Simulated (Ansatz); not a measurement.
**Two Ansatz runs on Li**

The cell comes from COD entry 9011003, which wasn't checked; take it as a given geometry. The listed cell was then made from it by scaling, straining or moving an atom.

First run: DFT, PBEsol, PAW with Ansatz's default frozen-core files, scalar-relativistic (Ansatz 0.2.0).

Command: `ansatz run input.yaml --threads 1 --pin off --max-ram 2048MiB --backend cpu --events-out ev --progress --plain --runs-dir out` The run took about 5.8 s on 1 thread of a shared machine.

```yaml
crystal:
  lattice:
    - [3.1519389053, 0.0, 0.0]
    - [-1.5759694526, 2.7296591632, 0.0]
    - [0.0, 0.0, 5.1600208437]
  atoms:
    - { symbol: Li, position: [0.3333333333, 0.6666666667, 0.25] }
    - { symbol: Li, position: [0.6666666667, 0.3333333333, 0.75] }
kpoints:
  mp_grid: { grid: [12, 12, 7] }
scf:
  occupations: { method: fermi_dirac, width: 0.05 }
hamiltonian:
  xc: pbesol
  pseudopotentials: { kind: paw }
output:
  forces: true
  stress: true
  efg: { contact_densities: true }
relax:
  f_tol: 0.005
  max_steps: 80
  cell: {}
```

Result: converged; relaxed volume 20.183 Å³/atom; 19 SCF iterations in all.

The input is then changed:

```diff
@@ -12,5 +12,5 @@
   occupations: { method: fermi_dirac, width: 0.05 }
 hamiltonian:
-  xc: pbesol
+  xc: rpbe
   pseudopotentials: { kind: paw }
 output:
@@ -18,4 +18,8 @@
   stress: true
   efg: { contact_densities: true }
+  write_density: true
+  write_potential: true
+  elf: true
+  volumetric_format: npy
 relax:
   f_tol: 0.005
```

Problem. What does the second run give?

Solution. It converged; relaxed volume 21.010 Å³/atom; 19 SCF iterations in all.
